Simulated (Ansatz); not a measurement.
# Sb: equation of state with r2SCAN0

Crystal: Sb.

```
Sb
1.0
     3.16000    0.00000    0.00000
     0.00000    3.16000    0.00000
     0.00000    0.00000    3.16000
Sb
1
Direct
  0.00000 0.00000 0.00000
```

This isn't the form of Sb at room conditions, which is rhombohedral.

```json
{
 "Program": "Ansatz 0.2.0",
 "Task": "equation of state",
 "Functional": "r2SCAN0",
 "Potentials or basis": "Ansatz PAW",
 "Cutoff": "500 eV",
 "Density cutoff": "2000 eV",
 "k mesh": "4 × 4 × 4",
 "Occupations": "fermi-dirac, width 0.05 eV",
 "Spin": "no spin polarisation"
}
```

```json
{
  "Equilibrium volume": "28.14 Å³/atom (rough: see the caveat)",
  "Bulk modulus": "71 GPa (rough)"
}
```

Energy against volume, from the lowest point:
```csv
volume (Å³/atom),energy (meV/atom)
29.661,0.00
30.292,15.16
30.923,34.31
31.554,56.95
32.186,82.66
32.817,111.02
33.448,141.69
```

All runs of the series together: 90 s on 2 threads of Intel(R) Xeon(R) Processor @ 2.70GHz, with other jobs on the host.

Caveat: the k mesh is coarse (spacing up to 0.50 Å⁻¹), so the values aren't converged, least of all with exact exchange; the minimum lies outside the volumes run; the PAW data sets were made with another functional, which shifts forces and pressure a little. The run has no spin-orbit coupling, so splittings on Sb are missing.
